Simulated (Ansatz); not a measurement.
# La: pressure as volume per atom varies

Results calculated with Ansatz 0.2.0, not measured. Periodic Kohn-Sham DFT of a crystal at fixed atoms; pressure and stress are positive in compression; the energy is the free energy less that of spherical unpolarised free atoms; site moments are those in the method's own spheres, positive along +z.

Cell of the first row (space group P6_3/mmc, No. 194):
```
CELL_PARAMETERS angstrom
3.67340 0.00000 0.00000
-1.83670 3.18130 0.00000
0.00000 0.00000 5.94610
ATOMIC_POSITIONS crystal
La 0.33333 0.66667 0.25000
La 0.66667 0.33333 0.75000
```

Settings of every row: method frozen-core PAW; functional LDA; relativity scalar; k mesh 11x11x6; filling fermi-dirac; smearing width 0.05 eV; wave cutoff 420 eV; paw set soft_2.

Atom start moment: 0 on all atoms.

Limits: PAW files made with PBE; no spin-orbit coupling on heavy atoms.

| row | volume per atom (Å³) | pressure (GPa) |
| --- | --- | --- |
| 1 | 34.744 | -1.641 |
| 2 | 35.483 | ? |
| 3 | 36.222 | -2.598 |
| 4 | 36.592 | -2.816 |
| 5 | 36.962 | -3.027 |
| 6 | 37.331 | -3.229 |
| 7 | 37.701 | -3.425 |
| 8 | 38.44 | -3.796 |
| 9 | 39.179 | -4.142 |

Question: what pressure should row 2 give?

Worked fit of pressure. Take u = (V_r/V)^(2/3) − 1 with V_r = 37.147 Å³ an atom, which is twice the finite (Eulerian) strain; such expansions in the strain, on which the Birch-Murnaghan equation of state is built, carry the rest volume and the bulk modulus. The shown rows have u = 0.04559, 0.01695, 0.01009, 0.00333, -0.00329, -0.00982, -0.02255, -0.03488. Least squares give pressure = −3.1291 + 30.57 × u + 44.52 × u² + 20 × u³ GPa; a parabola predicts inner rows, each left out in turn, worse (root mean square 0.00033 against 0.00015 GPa). All shown rows lie on it to the printed digit. The withheld row has u = 0.03102, so the fit gives −3.1291 + 30.57 × (0.03102) + 44.52 × (0.03102)² + 20 × (0.03102)³ = -2.137 GPa.

The calculation gave -2.138 GPa. The fit lies 0.001 GPa (0.04 % of the column's range) above it, one unit of the last digit.
